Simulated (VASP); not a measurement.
# H2Os (P4/mmm) in VASP: a series of runs

One crystal, H2Os, is run at these levels: PBE; tasks: relaxation of the atoms.

All numbers are computed with VASP 6.6.1; they aren't measurements. Logs are shortened: lines on timing, memory, paths and dates and some standing lists are left out, and cuts for length are marked.

### Step 1. The undisturbed crystal

The structure is tetragonal, space group P4/mmm (No. 123). Conventional cell: a = 2.492 Å, b = 2.492 Å, c = 4.602 Å, α = 90.00°, β = 90.00°, γ = 90.00°. Around H (site symmetry 4mm) lie 1 H at 0.97 Å. Around Os (site symmetry 4/mmm) lie 2 H at 1.82 Å.

The cell was built by a generator and needn't be a form met in nature.

### Step 2. Relaxation of the atoms, PBE, 8.78 Å³/atom (strain = -0.04)

The input, INCAR:

```
SYSTEM = H2Os
PREC = Accurate ; ENCUT = 520
EDIFF = 1E-6 ; ISMEAR = -1
SIGMA = 0.05 ; LREAL = .False.
LASPH = .True. ; NELM = 80
ALGO = Normal ; ISIF = 2
LWAVE = .False. ; LCHARG = .False.
GGA = PE ; IBRION = 2
NSW = 60 ; EDIFFG = -0.01
```

The input, KPOINTS:

```
Automatic mesh
0
Gamma
  11 11 6
  0 0 0
```

The input, POSCAR:

```
H2Os
1.0
    2.3920992000      0.0000000000      0.0000000000
    0.0000000000      2.3920992000      0.0000000000
    0.0000000000      0.0000000000      4.6022600000
H Os
2 1
Direct
    0.5000000000      0.5000000000      0.3950400000
    0.5000000000      0.5000000000      0.6049600000
    0.5000000000      0.5000000000      0.0000000000
```

Potentials or basis: VASP PAW PBE potentials, release 64 (H, Os).

The run is started by

```
cat potpaw_PBE.64/H/POTCAR potpaw_PBE.64/Os/POTCAR > POTCAR
mpirun -np 1 vasp_std > vasp.out
```

OUTCAR:

```text
SYSTEM = H2Os
   PREC = Accurate
   ENCUT = 520
   EDIFF = 1E-6
   ISMEAR = -1
   LREAL = .False.
   LASPH = .True.
   NELM = 80
   ISIF = 2
   GGA = PE
   IBRION = 2
   NSW = 60
   EDIFFG = -0.01

 ion  position               nearest neighbor table
   1  0.500  0.500  0.395-   3 1.82
   2  0.500  0.500  0.605-   3 1.82
   3  0.500  0.500  0.000-   1 1.82   2 1.82

  LATTYP: Found a simple tetragonal cell.
 ALAT       =     2.3920992000
 C/A-ratio  =     1.9239419502

  Lattice vectors:

 A1 = (   2.3920992000,   0.0000000000,   0.0000000000)
 A2 = (   0.0000000000,   2.3920992000,   0.0000000000)
 A3 = (   0.0000000000,   0.0000000000,   4.6022600000)

Analysis of symmetry for initial positions (statically):
=====================================================================
 Subroutine PRICEL returns:
 Original cell was already a primitive cell.

 Routine SETGRP: Setting up the symmetry group for a
 simple tetragonal supercell.

 Subroutine GETGRP returns: Found 16 space group operations
 (whereof 16 operations were pure point group operations)
 out of a pool of 16 trial point group operations.

The static configuration has the point symmetry D_4h.

Analysis of symmetry for dynamics (positions and initial velocities):
=====================================================================
 Subroutine PRICEL returns:
 Original cell was already a primitive cell.

 Routine SETGRP: Setting up the symmetry group for a
 simple tetragonal supercell.

 Subroutine GETGRP returns: Found 16 space group operations
 (whereof 16 operations were pure point group operations)
 out of a pool of 16 trial point group operations.

The dynamic configuration has the point symmetry D_4h.

 Subroutine INISYM returns: Found 16 space group operations
 (whereof 16 operations are pure point group operations),
 and found     1 'primitive' translations

----------------------------------------------------------------------------------------

                                     Primitive cell

  volume of cell :      26.3348

  direct lattice vectors                    reciprocal lattice vectors
     2.392099200  0.000000000  0.000000000     0.418042864  0.000000000  0.000000000
     0.000000000  2.392099200  0.000000000     0.000000000  0.418042864  0.000000000
     0.000000000  0.000000000  4.602260000     0.000000000  0.000000000  0.217284552

  length of vectors
     2.392099200  2.392099200  4.602260000     0.418042864  0.418042864  0.217284552

  position of ions in fractional coordinates (direct lattice)
     0.500000000  0.500000000  0.395040000
     0.500000000  0.500000000  0.604960000
     0.500000000  0.500000000  0.000000000

  ion indices of the primitive-cell ions
   primitive index   ion index
                 1           1
                 2           2
                 3           3

----------------------------------------------------------------------------------------

 KPOINTS: Automatic mesh

Automatic generation of k-mesh.
 Grid dimensions read from file:
 generate k-points for:   11   11    6

 Generating k-lattice:

  Cartesian coordinates                     Fractional coordinates (reciprocal lattice)
     0.038003897  0.000000000  0.000000000     0.090909091  0.000000000  0.000000000
     0.000000000  0.038003897  0.000000000     0.000000000  0.090909091  0.000000000
     0.000000000  0.000000000  0.036214092     0.000000000  0.000000000  0.166666667

  Length of vectors
     0.038003897  0.038003897  0.036214092

  Shift w.r.t. Gamma in fractional coordinates (k-lattice)
     0.000000000  0.000000000  0.000000000

 Subroutine IBZKPT returns following result:
 ===========================================

 Found     84 irreducible k-points:

 Following reciprocal coordinates:
            Coordinates               Weight
  0.000000  0.000000  0.000000      1.000000
  0.090909  0.000000  0.000000      4.000000
  0.181818  0.000000  0.000000      4.000000
  0.272727  0.000000  0.000000      4.000000
  0.363636  0.000000  0.000000      4.000000
  0.454545  0.000000  0.000000      4.000000
[... 16 lines left out ...]
  0.090909  0.000000  0.166667      8.000000
  0.181818  0.000000  0.166667      8.000000
 [... further k-points ...]
   k-points           NKPTS =     84   k-points in BZ     NKDIM =     84   number of bands    NBANDS=      9
   number of dos      NEDOS =    301   number of ions     NIONS =      3
   total plane-waves  NPLWV =  11664
   dimension x,y,z NGX =    18 NGY =   18 NGZ =   36
   dimension x,y,z NGXF=    36 NGYF=   36 NGZF=   72
   ions per type =               2   1
   NGX,Y,Z   is equivalent  to a cutoff of  12.51, 12.51, 13.00 a.u.
   NGXF,Y,Z  is equivalent  to a cutoff of  25.02, 25.02, 26.01 a.u.
 SYSTEM =  H2Os
   PREC   = accura    normal or accurate (medium, high low for compatibility)
   ISTART =      0    job   : 0-new  1-cont  2-samecut
   ICHARG =      2    charge: 1-file 2-atom 10-const
   ISPIN  =      1    spin polarized calculation?
   LNONCOLLINEAR =      F non collinear calculations
   LSORBIT =      F    spin-orbit coupling
   LASPH  =      T    aspherical Exc in radial PAW
   ENCUT  =  520.0 eV  38.22 Ry    6.18 a.u.   4.45  4.45  8.56*2*pi/ulx,y,z
   NELM   =     80;   NELMIN=  2; NELMDL= -5     # of ELM steps
   EDIFF  = 0.1E-05   stopping-criterion for ELM
   LREAL  =      F    real-space projection
   EDIFFG = -.1E-01   stopping-criterion for IOM
   NSW    =     60    number of steps for IOM
   IBRION =      2    ionic relax: 0-MD 1-quasi-New 2-CG
   NFREE  =      1    steps in history (QN), initial steepest desc. (CG)
   ISIF   =      2    stress and relaxation
   ISYM   =      2    0-nonsym 1-usesym 2-fastsym
   POTIM  = 0.5000    time-step for ionic-motion
   TEBEG  =    0.0;   TEEND  =   0.0 temperature during run
   PSTRESS=    0.0 pullay stress
   NELECT =      10.0000    total number of electrons
   NUPDOWN=      -1.0000    fix difference up-down
   EMIN   =  10.00;   EMAX   =-10.00  energy-range for DOS
   EFERMI =   0.00;   METHOD = LEGACY
   ISMEAR =    -1;   SIGMA  =   0.05  broadening in eV -4-tet -1-fermi 0-gaus
   EFERMI_NEDOS =   21; number of points for ismear=-14 and -15
   IALGO  =     38    algorithm
   IMIX   =      4    mixing-type and parameters
     AMIX     =   0.40;   BMIX     =  1.00
     AMIX_MAG =   1.60;   BMIX_MAG =  1.00
  volume/ion in A,a.u.               =       8.78        59.24
  Fermi-wavevector in a.u.,A,eV,Ry     =   1.185491  2.240253 19.121482  1.405389
  Thomas-Fermi vector in A             =   2.321684
   LORBIT       =      0    0 simple, 1 ext, 2 COOP (PROOUT), +10 PAW based schemes
   GGA     = PE    functional components
   LHFCALC =     F    Hartree Fock is set to
   AEXX    =    0.0000 exact exchange contribution
   IVDW    =     0    specifies the selected vdW correction
   LEPSILON=     F    determine dielectric tensor
   LRPA    =     F    only Hartree local field effects (RPA)
 conjugate gradient relaxation of ions
 non-spin polarized calculation
  energy-cutoff  :      520.00
  volume of cell :       26.33
 maximum number of plane-waves:       733
 NGX is ok and might be reduce to    18
   NGX =  9   NGY =  9   NGZ = 17

--------------------------------------- Ionic step        1  -------------------------------------------

 number of electron      10.0000000 magnetization

 number of electron       9.9999997 magnetization

 Free energy of the ion-electron system (eV)
  ---------------------------------------------------
  ext. energy  EPLUGINS =         0.00000000
  ---------------------------------------------------
  free energy    TOTEN  =       -15.59290876 eV

  energy without entropy =      -15.58222325  energy(sigma->0) =      -15.58756600

------------------------ aborting loop because EDIFF is reached ----------------------------------------

  FORCE on cell =-STRESS in cart. coord.  units (eV):
  Direction    XX          YY          ZZ          XY          YZ          ZX
  --------------------------------------------------------------------------------------
  -------------------------------------------------------------------------------------
  Total        4.5592437      4.5592437      0.3524395      0.0000000      0.0000000      0.0000000
  in kB      277.3791827    277.3791827     21.4420181      0.0000000      0.0000000      0.0000000
  external PRESSURE =     192.0667945 kB  Pullay stress =       0.0000000 kB
[... 59 lines left out ...]
  energy  without entropy=      -15.5824389553  energy(sigma->0) =      -15.58776431

--------------------------------------- Ionic step        3  -------------------------------------------

 number of electron       9.9999997 magnetization

 Free energy of the ion-electron system (eV)
  ---------------------------------------------------
  ext. energy  EPLUGINS =         0.00000000
  ---------------------------------------------------
  free energy    TOTEN  =       -15.59310164 eV

  energy without entropy =      -15.58246083  energy(sigma->0) =      -15.58778123

 E-fermi :   4.2128     XC(G=0): -11.1171

 val. band max:        4.2102710216   @ k =   0.3636   0.0000   0.5000
 cond. band min:       4.2146941145   @ k =   0.3636   0.0000   0.1667
 fundamental gap:      0.0044230929
 Fermi energy:         4.2128440780

 k-point     1 :       0.0000    0.0000    0.0000
  band No.  band energies     occupation
      1      -6.3683      2.00000
      2      -3.5186      2.00000
      3      -2.5469      2.00000
      4       3.0323      2.00000
      5       5.5479      0.00000
      6       5.5479      0.00000
      7       6.5000      0.00000
      8       7.8618      0.00000
      9      17.4762      0.00000
[... 265 lines left out ...]
 k-point    24 :       0.1818    0.0000    0.1667
  band No.  band energies     occupation
      1      -5.3912      2.00000
      2      -2.7911      2.00000
      3      -0.8175      2.00000
      4       1.3324      2.00000
      5       4.0790      1.87127
      6       5.7380      0.00000
      7       6.3462      0.00000
      8       9.2129      0.00000
      9      15.2888      0.00000

 [... further k-points ...]
[... 5 lines left out ...]
  --------------------------------------------------------------------------------------
  -------------------------------------------------------------------------------------
  Total        4.5582901      4.5582901      0.3581685      0.0000000      0.0000000      0.0000000
  in kB      277.3211701    277.3211701     21.7905635      0.0000000      0.0000000      0.0000000
  external PRESSURE =     192.1443012 kB  Pullay stress =       0.0000000 kB
[... 18 lines left out ...]
  FREE ENERGIE OF THE ION-ELECTRON SYSTEM (eV)
  ---------------------------------------------------
  free  energy   TOTEN  =       -15.5931016427 eV

  energy  without entropy=      -15.5824608255  energy(sigma->0) =      -15.58778123

 reached required accuracy - stopping structural energy minimisation
```

Run time: 12 s. Hardware: 1 thread of Intel Xeon 6975P-C (Granite Rapids), shared host; peak memory 0.15 GiB.

Results:

```
Free energy               : -15.5931 eV
Energy gained by relaxing : 0.1 meV/atom
Ionic steps               : 3
Pressure after relaxing   : 19.2 GPa
Band gap on the k mesh    : none (metal or under the smearing width)
```

### Step 3. Relaxation of the atoms, PBE, 9.15 Å³/atom (strain = -0.02)

INCAR is that of step 2.

KPOINTS is that of step 2.

The input, POSCAR:

```
H2Os
1.0
    2.4419346000      0.0000000000      0.0000000000
    0.0000000000      2.4419346000      0.0000000000
    0.0000000000      0.0000000000      4.6022600000
H Os
2 1
Direct
    0.5000000000      0.5000000000      0.3950400000
    0.5000000000      0.5000000000      0.6049600000
    0.5000000000      0.5000000000      0.0000000000
```

Potentials or basis: VASP PAW PBE potentials, release 64 (H, Os).

The run is started by

```
cat potpaw_PBE.64/H/POTCAR potpaw_PBE.64/Os/POTCAR > POTCAR
mpirun -np 1 vasp_std > vasp.out
```

Run time: 12 s. Hardware: 1 thread of Intel Xeon 6975P-C (Granite Rapids), shared host; peak memory 0.15 GiB.

It converged, with:

```yaml
Free_energy: -15.7307 eV
Energy_gained_by_relaxing: 0.0 meV/atom
Ionic_steps: 3
Pressure_after_relaxing: 8.5 GPa
Band_gap_on_the_k_mesh: none (metal or under the smearing width)
```

### Step 4. For comparison

An earlier run on the cell as given: functional PBE; potentials or basis VASP PAW PBE potentials, release 64 (H, Os); cutoff 520 eV; k mesh 11 × 11 × 6; occupations fermi-dirac, width 0.05 eV; no spin polarisation.

* Pressure: 0.1 GPa
* Largest force: 0.049 eV/Å
* Band gap on the k mesh: none (metal or under the smearing width)
